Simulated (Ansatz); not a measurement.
S: the change of energy above lowest point and pressure with volume per atom

Equation of state of a cubic crystal from periodic Kohn-Sham density functional theory without spin; pressure corrected for the finite basis. The results are calculated, by Ansatz 0.2.0 development build.

Cell of the first row (space group Fd-3m, No. 227):
```
cell vectors (Å)
   0.0000     2.8371     2.8371
   2.8371     0.0000     2.8371
   2.8371     2.8371     0.0000
atoms (fractions of the cell vectors)
S   0.00000  0.00000  0.00000
S   0.25000  0.25000  0.25000
```

Settings of every row: formula S; structure type diamond; functional PBE; spin treatment none; k mesh 32x32x32; occupation method fermi-dirac; occupation width 0.061225619 eV; wave cutoff 420 eV; datasets soft-1 PAW; density cutoff ratio 4.

Limits: a cubic model structure, not a phase known at ambient conditions.

| row | volume per atom (Å³) | energy above lowest point (meV/atom) | pressure (GPa) |
| --- | --- | --- | --- |
| 1 | 22.837 | 12.78 | 2.984 |
| 2 | 23.322 | 5.43 | 1.885 |
| 3 | 23.808 | 1.26 | 0.88 |
| 4 | 24.294 | 0 | -0.037 |
| 5 | 24.78 | 1.4 | -0.874 |
| 6 | 25.266 | ? | ? |
| 7 | 25.752 | 11.27 | -2.336 |

Question: what energy above lowest point and pressure should row 6 give?

Worked fit of energy above lowest point. Take u = (V_r/V)^(2/3) − 1 with V_r = 24.051 Å³ an atom, which is twice the finite (Eulerian) strain; such expansions in the strain, on which the Birch-Murnaghan equation of state is built, carry the rest volume and the bulk modulus. The shown rows have u = 0.03513, 0.02073, 0.00679, -0.00668, -0.01971, -0.04453. Least squares give energy above lowest point = 0.282 + 92.66 × u + 7547.8 × u² − 1672 × u³ meV/atom; a parabola predicts inner rows, each left out in turn, worse (root mean square 0.033 against 0.0022 meV/atom). All shown rows lie on it to the printed digit. Its lowest point lies at u = -0.0061, or V = 24.27 Å³ an atom, and the curvature there gives the bulk modulus at fixed shape and fractions, B = (4/9)(1 + u)² E″(u)/V = 43.9 GPa. The withheld row has u = -0.03232, so the fit gives 0.282 + 92.66 × (-0.03232) + 7547.8 × (-0.03232)² − 1672 × (-0.03232)³ = 5.23 meV/atom.

The calculation gave 5.23 meV/atom. The fit meets it to the printed digit.

Worked fit of pressure. Take u = (V_r/V)^(2/3) − 1 with V_r = 24.051 Å³ an atom, which is twice the finite (Eulerian) strain; such expansions in the strain, on which the Birch-Murnaghan equation of state is built, carry the rest volume and the bulk modulus. The shown rows have u = 0.03513, 0.02073, 0.00679, -0.00668, -0.01971, -0.04453. Least squares give pressure = 0.4112 + 68.052 × u + 145.49 × u² + 60 × u³ GPa; a parabola predicts inner rows, each left out in turn, worse (root mean square 0.0012 against 0.00012 GPa). All shown rows lie on it to the printed digit. The pressure vanishes at u = -0.0061, or V = 24.27 Å³ an atom, and there the bulk modulus at fixed shape and fractions is B = −V dP/dV = (2/3)(1 + u) dP/du = 43.9 GPa. The withheld row has u = -0.03232, so the fit gives 0.4112 + 68.052 × (-0.03232) + 145.49 × (-0.03232)² + 60 × (-0.03232)³ = -1.638 GPa.

The calculation gave -1.639 GPa. The fit lies 0.001 GPa (0.019 % of the column's range) above it, one unit of the last digit.
